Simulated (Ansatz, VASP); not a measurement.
## CoO in VASP and in Ansatz

```
Co O
1.0
     1.51544    0.87494    2.45609
    -1.51544    0.87494    2.45609
     0.00000   -1.74988    2.45609
Co O
1 1
Direct
  0.00000 0.00000 0.00000
  0.50000 0.50000 0.50000
```

Change from the starting cell: volume scaled by 1.02.

Alike in both runs: task single point; functional PBE; k mesh 11 × 11 × 11; occupations fermi-dirac, width 0.05 eV; collinear spin, ferromagnetic start.

|  | VASP | Ansatz |
| --- | --- | --- |
| version | VASP 6.6.1 | Ansatz 0.2.0 |
| potentials or method | VASP PAW PBE potentials, release 64 (Co, O) | Ansatz PAW |
| plane-wave cutoff (eV) | 520 | 420 |
| valence electrons in the cell | 15 | 23 |

Ansatz gave:

- gap on the k mesh at the Fermi level (eV): none
- pressure (GPa): -3.3
- largest component of the traceless stress (GPa): 0.25
- net moment per atom (μB): 1.47
- size of the moment on the site where the two differ most (μB): 2.51

Problem. What did VASP give for the same quantities?

Solution. gap on the k mesh at the Fermi level (eV): none; pressure (GPa): -3.8; largest component of the traceless stress (GPa): 0.22; net moment per atom (μB): 1.46; size of the moment on the site where the two differ most (μB): 2.57.

Site moments also hang on the region over which each program counts them. A gap of «none» marks a metal or a gap that the smearing closes. With one functional, cell and mesh, what is left measures potentials, basis and numerics. The two sets of potentials don't hold the same shells in valence.

Caveats: a cell with one magnetic atom can't hold antiferromagnetic order, which such compounds often take; semilocal functionals often make such compounds metallic where correlation or magnetic order opens a gap, which also shifts bond lengths; the pressure holds a Pulay correction of +0.7 GPa for the finite cutoff (Ansatz).
